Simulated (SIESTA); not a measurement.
## TiC under changes of volume

One of the cells (10.361 Å³/atom); the others are scaled copies at fixed shape and fractional positions:

```xyz
2
Lattice="0.0000 2.1801 2.1801 2.1801 0.0000 2.1801 2.1801 2.1801 0.0000" Properties=species:S:1:pos:R:3 pbc="T T T"
Ti    0.0000    0.0000    0.0000
C     2.1801    2.1801    2.1801
```

The cell is a database's computed one.

```yaml
Program: SIESTA 5.4.2
Functional: PBEsol
Potentials_or_basis: PseudoDojo 0.4 standard (PBEsol files)
Basis: DZP (energy shift 0.003 Ry; two zetas on semicore shells)
Grid_cutoff: 800 Ry
Energy_shift: 0.003 Ry
k_mesh: 11 × 11 × 11
Occupations: fermi-dirac, width 0.05 eV
Spin: no spin polarisation
```

```tsv
volume (Å³/atom)	energy over the lowest point (meV/atom)	pressure (GPa)
9.548	14.19	11.8
9.752	3.24	5.4
9.955	0.00	-0.3
10.361	13.58	-10.2
10.564	?	?
10.767	49.77	-18.0
```

Task: What does the run at 10.564 Å³/atom give?

Result: Energy over the lowest point 29.15 meV/atom; pressure -14.3 GPa.

Worked out: A Birch-Murnaghan fit of order 3 (a polynomial in V^(-2/3)) to the other rows has its minimum at 9.95 Å³/atom with B0 = V·E''(V) = 268 GPa and B' = 4.0. It gives 29.13 meV/atom at 10.564 Å³/atom, against the run's 29.15, and -dE/dV = -14.3 GPa, against -14.3.

Energies are extrapolated to zero smearing.

Caveats: the basis of atomic orbitals isn't converged, which shifts pressures, moduli and gaps.
